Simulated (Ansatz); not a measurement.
GaAs in the zincblende structure (r2SCAN geometry), in Ansatz:

```
Ga As
1.0
     0.00000    2.83309    2.83309
     2.83309    0.00000    2.83309
     2.83309    2.83309    0.00000
Ga As
1 1
Direct
  0.00000 0.00000 0.00000
  0.25000 0.25000 0.25000
```

G0W0@HSE06 with 171 empty bands, a screening cutoff of 140 eV and a 4×4×4 mesh (PAW, contour deformation) gives 1.675 eV over the mesh points, from an HSE06 gap of 1.417 eV; it sums over 185 bands with 169 plane waves in the screening and a wave cutoff of 420 eV. The G0W0 figures hold for the stated bands, cutoff and mesh and aren't extrapolated. No spin polarisation and no zero-point or thermal motion.

Q: Estimate the gap with starting point r2SCAN, with them a wave cutoff of 500 eV.

A: 1.451 eV (-0.224 eV), from a Kohn-Sham gap of 0.957 eV.

The runs are scalar-relativistic, without spin-orbit coupling.

With a shallow d shell on the cation, G0W0 converges slowly in bands and cutoff, so these values are in doubt.
